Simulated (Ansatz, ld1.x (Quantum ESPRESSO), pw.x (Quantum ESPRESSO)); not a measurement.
# From atom to crystal: PAW potential for Ge (Z = 32)

```json
{"Element": "germanium (Ge)", "Generator": "ld1.x (Quantum ESPRESSO) 7.5", "Type": "PAW", "Functional": "PBE", "Relativity": "scalar-relativistic", "Frozen core": "[Ar] 3d10", "Valence charge": "4", "Reference configuration": "4s2 4p2", "Partial waves": "4s (bound): rcut 1.55, rcutus 1.65 bohr; 4s channel at 0.75 Ry: rcut 1.55, rcutus 1.65 bohr; 4p (bound): rcut 2.05, rcutus 2.55 bohr; 4p channel at 0.05 Ry: rcut 2.05, rcutus 2.55 bohr; 4d channel at 0.25 Ry: rcut 1.80, rcutus 2.15 bohr", "Local potential": "all-electron potential smoothed inside 1.25 bohr (lloc = -2)", "Core correction": "a·sin(br)/r model core, default radius (core density twice the valence density)", "Augmentation charge": "PSQ, inside the norm-conserving radii"}
```

Atomic tests: cutoffs needed: 12 Ry and 18 Ry (the cutoffs (Ry, on a coarse ladder) from which the occupation-weighted sum of valence levels, in a spherical-Bessel basis at the reference potential, stays within 10 and 1 mRy of its value at 400 Ry); ghost test: no extra level below or beside the all-electron valence levels (s, p, d, f tested) (spherical-Bessel basis up to 400 Ry, 20 bohr box); largest excitation error: -333 meV (all-electron minus pseudo) for 4s1 4p0, out of 7 test configurations.

Crystal test: fcc Ge in pw.x 7.5, no spin, 13³ k-points, Fermi–Dirac smearing 0.01 Ry, cutoffs 40/320 Ry. The reference is all-electron LAPW (Ansatz 0.2.0) with the same functional, mesh and smearing; V0 and B0 come from Birch–Murnaghan fits to the pressures at five volumes. Errors are pseudo minus all-electron; Δ is the rms difference of the E(V) curves that follow from these fits, minima aligned, over ±6 % about the mean V0. Mesh and smearing are coarse, so the numbers serve the comparison and aren't converged zero-temperature values; the lattice is a test structure that the element need not adopt.

All-electron: a0 = 4.278 Å (V0 = 19.58 Å³/atom), B0 = 60.8 GPa.

Question: How far does the potential miss the all-electron equation of state?

Answer: mean pressure error (GPa): -0.78; a0 (Å): 4.260; a0 error (%): -0.43; B0 error (%): +2.1; Δ (meV/atom): 3.4.

| V (Å³/atom) | P all-electron (GPa) | P pseudo (GPa) |
| --- | --- | --- |
| 18.596 | 3.50 | 2.61 |
| 19.086 | 1.64 | 0.80 |
| 19.575 | 0.01 | -0.77 |
| 20.064 | -1.41 | -2.14 |
| 20.554 | -2.66 | -3.34 |

Question: At the middle volume, how do free energy and pressure move when the wave cutoff is lowered (ecutrho held at 320 Ry)?

Answer:

| cutoff (Ry) | shift of F (meV/atom) | shift of P (GPa) |
| --- | --- | --- |
| 18 | +7.2 | -0.00 |
| 24 | +4.1 | -0.09 |
| 32 | +0.3 | -0.01 |

Input at the middle volume:

```
&control
  calculation='scf', prefix='x', pseudo_dir='./', outdir='./tmp', tstress=.true., disk_io='low'
/
&system
  ibrav=0, nat=1, ntyp=1, ecutwfc=40, ecutrho=320, nbnd=9,
  occupations='smearing', smearing='fd', degauss=0.01
/
&electrons
  conv_thr=1e-09, mixing_beta=0.4, electron_maxstep=70
/
ATOMIC_SPECIES
Ge 1.0 Ge.UPF
CELL_PARAMETERS angstrom
  0.00000000 2.13906472 2.13906472
  2.13906472 0.00000000 2.13906472
  2.13906472 2.13906472 0.00000000
ATOMIC_POSITIONS crystal
Ge 0.0000 0.0000 0.0000
K_POINTS automatic
13 13 13 0 0 0
```

```bash
pw.x < Ge.scf.in > Ge.scf.out
```

Lines of the output:

```
Message from routine setup:
     using ibrav=0 with symmetry is DISCOURAGED, use correct ibrav instead
     lattice parameter (alat)  =       5.7166  a.u.
     unit-cell volume          =     132.0986 (a.u.)^3
     number of electrons       =         4.00
     number of Kohn-Sham states=            9
     kinetic-energy cutoff     =      40.0000  Ry
     charge density cutoff     =     320.0000  Ry
     scf convergence threshold =      1.0E-09
     Exchange-correlation= SLA  PW   PBX  PBC
     number of k points=    84  Fermi-Dirac smearing, width (Ry)=  0.0100
     iteration #  1     ecut=    40.00 Ry     beta= 0.40
     total energy              =    -164.09764755 Ry
     estimated scf accuracy    <       0.00174772 Ry
     iteration #  2     ecut=    40.00 Ry     beta= 0.40
     total energy              =    -164.09749484 Ry
     estimated scf accuracy    <       0.00052662 Ry
     iteration #  3     ecut=    40.00 Ry     beta= 0.40
     total energy              =    -164.09752270 Ry
     estimated scf accuracy    <       0.00000269 Ry
     iteration #  4     ecut=    40.00 Ry     beta= 0.40
     total energy              =    -164.09752306 Ry
     estimated scf accuracy    <       0.00000004 Ry
     iteration #  5     ecut=    40.00 Ry     beta= 0.40
     total energy              =    -164.09752307 Ry
     estimated scf accuracy    <          1.1E-09 Ry
     iteration #  6     ecut=    40.00 Ry     beta= 0.40
     the Fermi energy is     7.4595 ev
!    total energy              =    -164.09752307 Ry
     estimated scf accuracy    <          9.1E-11 Ry
     smearing contrib. (-TS)   =      -0.00214171 Ry
     The total energy is F=E-TS. E is the sum of the following terms:
     one-electron contribution =       4.20894449 Ry
     hartree contribution      =       0.09249431 Ry
     xc contribution           =      -6.93154699 Ry
     ewald contribution        =      -9.07388917 Ry
     one-center paw contrib.   =    -152.39138399 Ry
     convergence has been achieved in   6 iterations
          total   stress  (Ry/bohr**3)                   (kbar)     P=       -7.71
```

The run at the middle volume (84 k-points, 6 iterations) took about 5.4 s on one core of a shared host (Neoverse-V2, 96 threads, 742 GiB, load 51).
